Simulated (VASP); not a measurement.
FeO: single point with PBE+U

The system is FeO.

```
CELL_PARAMETERS angstrom
0.00000 2.15540 2.15540
2.15540 0.00000 2.15540
2.15540 2.15540 0.00000
ATOMIC_POSITIONS crystal
Fe 0.00000 0.00000 0.00000
O 0.50000 0.50000 0.50000
```

```json
{
  "Program": "VASP 6.6.1",
  "Task": "single point",
  "Functional": "PBE",
  "Potentials or basis": "VASP PAW PBE potentials, release 64 (Fe, O)",
  "Cutoff": "520 eV",
  "k mesh": "8 × 8 × 8",
  "Occupations": "gaussian, width 0.05 eV",
  "Spin": "non-collinear spin, random start, spin-orbit coupling",
  "Starting moments": "[[0.06, -0.114, 0.14], [-0.0, -0.0, -0.0]] μB",
  "Hubbard terms": "Fe d U = 5 eV",
  "Further INCAR settings": "ALGO = Fast; EDIFF = 1e-06; NBANDS = 26"
}
```

```json
{
  "Pressure": "8.3 GPa",
  "Net moment": "4.00 μB per cell",
  "Valence electrons inside the program's atomic spheres": "Fe 6.80; O 5.03"
}
```

Stress tensor (GPa, compression positive):
```
11.54  0.97  0.97
 0.97  6.85 -3.40
 0.97 -3.40  6.50
```

Moments on the atoms (μB; x, y, z):
```
Fe   1.18 -2.29  2.79
O    0.05 -0.09  0.11
```

Wall time 10 min on 1 thread of AMD EPYC 9R45 96-Core Processor (Zen 5), on a shared host, peak memory 0.32 GiB.

Caveat: a cell with one magnetic atom can't hold antiferromagnetic order, which such compounds often take. The state reached can hang on the start; a lower one may exist.
